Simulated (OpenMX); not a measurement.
The system is HfC.

```
CELL_PARAMETERS angstrom
0.00000 2.32500 2.32500
2.32500 0.00000 2.32500
2.32500 2.32500 0.00000
ATOMIC_POSITIONS crystal
Hf 0.50000 0.50000 0.50000
C 0.00000 0.00000 0.00000
```

| Property | Result |
| --- | --- |
| Program | OpenMX 3.8.5 |
| Task | single point |
| Functional | PBE |
| Potentials or basis | OpenMX 2013 PBE set, Hf7.0-s3p2d2f1, C6.0-s2p2d1, grid cutoff 400 Ry |
| k mesh | 11 × 11 × 11 |
| Occupations | fermi-dirac, width 0.05 eV |
| Spin | no spin polarisation |

On this cell: pressure -0.4 GPa; largest force zero by symmetry; band gap on the k mesh none (metal or under the smearing width).

The same run follows on a disturbed copy (atoms moved at random, drawn with an rms of 0.05 Å):

```
Hf C
1.0
     0.00000    2.32500    2.32500
     2.32500    0.00000    2.32500
     2.32500    2.32500    0.00000
Hf C
1 1
Cartesian
  2.3174 2.2719 2.3181
  0.0297 -0.0376 0.0215
```

Q: What does the disturbed cell give?

A: The energy (extrapolated to zero smearing) moves by +4.2 meV/atom; pressure -0.2 GPa; largest force 0.352 eV/Å; band gap on the k mesh none (metal or under the smearing width).

Forces on the atoms (eV/Å):
```
Hf   0.268  0.103  0.204
C   -0.267 -0.109 -0.201
```

Caveats: the basis of atomic orbitals isn't converged, which shifts pressures, moduli and gaps.
